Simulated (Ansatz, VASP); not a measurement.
## FeO (Wuestite) in VASP and in Ansatz

```
Fe O
1.0
     1.50863    0.87101    2.50267
    -1.50863    0.87101    2.50267
     0.00000   -1.74201    2.50267
Fe O
1 1
Direct
  0.00000 0.00000 0.00000
  0.50000 0.50000 0.50000
```

Change from the starting cell: volume scaled by 0.98.

Alike in both runs: task single point; functional PBEsol; k mesh 11 × 11 × 11; occupations fermi-dirac, width 0.05 eV; collinear spin.

```csv
,VASP,Ansatz
version,VASP 6.6.1,Ansatz 0.2.0
potentials or method,"VASP PAW PBE potentials, release 64 (Fe, O), cutoff 520 eV","all-electron LAPW, scalar-relativistic"
```

Ansatz gave:

```
gap on the k mesh at the Fermi level (eV)                     : none
pressure (GPa)                                                : -6.0
largest component of the traceless stress (GPa)               : 0.62
net moment per atom (μB)                                      : 2.00
size of the moment on the site where the two differ most (μB) : 0.33
```

Which values does VASP return?

gap on the k mesh at the Fermi level (eV): none; pressure (GPa): -5.7; largest component of the traceless stress (GPa): 0.65; net moment per atom (μB): 2.00; size of the moment on the site where the two differ most (μB): 0.31.

Site moments also hang on the region over which each program counts them. A gap of «none» marks a metal or a gap that the smearing closes. Ansatz ran all-electron here, so the differences hold the error of VASP's frozen core and of both bases.

Caveats: a cell with one magnetic atom can't hold antiferromagnetic order, which such compounds often take; semilocal functionals often make such compounds metallic where correlation or magnetic order opens a gap, which also shifts bond lengths; the PAW data sets were made with another functional, which shifts forces and pressure a little (VASP).
